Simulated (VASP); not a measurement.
Ge:

```
CELL_PARAMETERS angstrom
0.00000 2.88574 5.11566
2.63050 0.00000 5.11566
2.63050 2.88574 0.00000
ATOMIC_POSITIONS crystal
Ge 0.72649 0.27351 0.72649
Ge 0.27351 0.72649 0.27351
Ge 0.21813 0.21813 0.78187
Ge 0.78187 0.78187 0.21813
```

This isn't the form of Ge at room conditions, which is diamond.

Base run:

| Item | Value |
| --- | --- |
| Program | VASP 6.6.1 |
| Functional | PW91 |
| Potentials or basis | VASP PAW PBE potentials, release 64 (Ge_d) |
| Cutoff | 520 eV |
| k mesh | 5 × 5 × 5 |
| Occupations | fermi-dirac, width 0.05 eV |
| Spin | no spin polarisation |

Its results: pressure 0.1 GPa; largest force 0.089 eV/Å.

**Question.** After a change of settings the same cell gave: pressure -5.3 GPa; largest force 0.117 eV/Å. Which change was it?
A. functional from PW91 to BLYP
B. functional from PW91 to PBEsol
C. functional from PW91 to RPBE
D. functional from PW91 to LDA; potentials or basis from VASP PAW PBE potentials, release 64 (Ge_d) to VASP PAW LDA potentials, release 64 (Ge_d)

**Answer.** D.

Caveats: the PAW data sets were made with another functional, which shifts forces and pressure a little (some runs).

Runs at the PBE level aren't shown here.
